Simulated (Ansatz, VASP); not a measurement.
## Two plane-wave programs on C

```xyz
16
Lattice="2.5139 0.0000 0.0000 -1.2569 2.1771 0.0000 0.0000 0.0000 16.5032" Properties=species:S:1:pos:R:3 pbc="T T T"
C     0.0000    0.0000   15.7323
C     1.2569    0.7257    4.9082
C     0.0000    1.4514   13.1598
C     1.2569    0.7257    3.3434
C     0.0000    1.4514    1.2854
C     0.0000    1.4514    5.4259
C     0.0000    1.4514    6.9662
C     1.2569    0.7257   11.0772
C     0.0000    1.4514   11.5950
C     0.0000    0.0000    7.4807
C     0.0000    0.0000    0.7709
C     0.0000    1.4514    2.8256
C     1.2569    0.7257   13.6775
C     0.0000    0.0000    9.0225
C     1.2569    0.7257    9.5370
C     1.2569    0.7257   15.2178
```

Alike in both runs: task relaxation of cell and atoms; functional PBE; k mesh 9 × 9 × 1; occupations gaussian, width 0.1 eV; no spin polarisation.

```csv
,VASP,Ansatz
version,VASP 6.6.1,Ansatz 0.2.0
potentials or method,"VASP PAW PBE potentials, release 64 (C)","scalar-relativistic, plane waves, PAW"
plane-wave cutoff (eV),600,420
valence electrons in the cell,64,64
```

```tsv
	VASP	Ansatz	Ansatz less VASP
gap on the k mesh at the Fermi level, each at its own relaxed structure (eV)	4.39	4.40	+0.008
relaxed volume (Å³/atom)	5.70	5.70	-0.002
relaxed cell length with the largest relative difference (Å)	2.522	2.521	-0.0004
```

Caveats: an odd mesh through Γ misses points on the zone boundary, where band edges often lie.
